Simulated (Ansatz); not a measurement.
**Thermal properties of NaF from its phonons**

These are results of DFT PBE, scalar-relativistic, plane waves, PAW (Ansatz), not measurements. Plane waves to 420 eV; Γ-centred k mesh 8×8×8; fixed occupations. No spin polarisation. Phonons by linear response, acoustic sum rule imposed.

Relaxed structure:
```yaml
crystal:
  lattice:
    - [0.00000, 2.35050, 2.35050]
    - [2.35050, 0.00000, 2.35050]
    - [2.35050, 2.35050, 0.00000]
  atoms:
    - { symbol: Na, position: [0.50000, 0.50000, 0.50000] }
    - { symbol: F, position: [0.00000, 0.00000, 0.00000] }
```

The cell has the rock salt type, in a space group that the Crystallography Open Database lists for this formula; it was reached from a generator's guess.

Force constants from linear response on a 4×4×4 q mesh, interpolated to a fine mesh.

Problem. Give the zero-point energy per atom.

Solution. 39.0 meV.

Problem. How large are the vibrational entropy and heat capacity at 300 K?

Solution. S = 3.26 k_B and C_V = 2.74 k_B per atom, 91 % of the Dulong–Petit value.

Problem. Tabulate them against temperature.

Solution.
| T (K) | F_vib (meV/atom) | S (k_B/atom) | C_V (k_B/atom) |
| --- | --- | --- | --- |
| 100 | 37.1 | 0.78 | 1.51 |
| 200 | 24.0 | 2.19 | 2.47 |
| 300 | 0.3 | 3.26 | 2.74 |
| 400 | -31.3 | 4.06 | 2.85 |
| 500 | -69.2 | 4.70 | 2.90 |
| 600 | -112.1 | 5.24 | 2.93 |
| 700 | -159.2 | 5.69 | 2.95 |
| 800 | -210.0 | 6.08 | 2.96 |
| 900 | -264.0 | 6.43 | 2.97 |
| 1000 | -320.8 | 6.75 | 2.98 |
